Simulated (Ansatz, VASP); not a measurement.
This is a calculation of Ta for Ansatz 0.2.0.

The input input.yaml:

```yaml
crystal:
  lattice:
    - [-1.6622159478, 1.6622159478, 1.6622159478]
    - [1.6622159478, -1.6622159478, 1.6622159478]
    - [1.6622159478, 1.6622159478, -1.6622159478]
  atoms:
    - { symbol: Ta, position: [0.0, 0.0, 0.0] }
kpoints:
  mp_grid: { grid: [11, 11, 11] }
scf:
  occupations: { method: fermi_dirac, width: 0.05 }
hamiltonian:
  xc: lda
  pseudopotentials: { kind: all_electron, lapw: { basis_error: 0.001 } }
output:
  forces: true
  stress: true
  eigenvalues: true
```

Potentials or basis: all-electron LAPW, scalar-relativistic.

The run is started by

```sh
$ ansatz run input.yaml --threads 1 --pin off --max-ram 3072MiB --backend cpu --events-out ev --progress --plain --runs-dir out
```

**Question.** Translate it to VASP 6.6.1. Potentials there: VASP PAW LDA potentials, release 64 (Ta_pv).

**Answer.** As run (the cutoff follows the program's own potentials):

Contents of INCAR:

```
  PREC = Accurate
  ENCUT = 520
  EDIFF = 1E-7
  ISMEAR = -1
  SIGMA = 0.05
  LREAL = False
  LASPH = True
  NELM = 60
  ALGO = Normal
  ISIF = 2
  LWAVE = False
  LCHARG = False
  GGA = CA
  NBANDS = 12
```

KPOINTS

```
Automatic mesh
0
Gamma
  11 11 11
```

File POSCAR:

```
Ta
1.0
   -1.6622159478      1.6622159478      1.6622159478
    1.6622159478     -1.6622159478      1.6622159478
    1.6622159478      1.6622159478     -1.6622159478
Ta
1
Direct
    0.0000000000      0.0000000000      0.0000000000
```

Potentials or basis: VASP PAW LDA potentials, release 64 (Ta_pv).

Launch:

```bash
$ cat potpaw_LDA.64/Ta_pv/POTCAR > POTCAR
$ mpirun -np 1 vasp_std > vasp.out
```

Both were run:

|  | VASP | Ansatz | Ansatz less VASP |
| --- | --- | --- | --- |
| gap on the k mesh at the Fermi level (eV) | none | none | - |
| pressure (GPa) | -12.2 | -13.0 | -0.72 |

A gap of «none» marks a metal or a gap that the smearing closes. Ansatz ran all-electron here, so the differences hold the error of VASP's frozen core and of both bases.

The runs have no spin-orbit coupling, so splittings on Ta are missing.
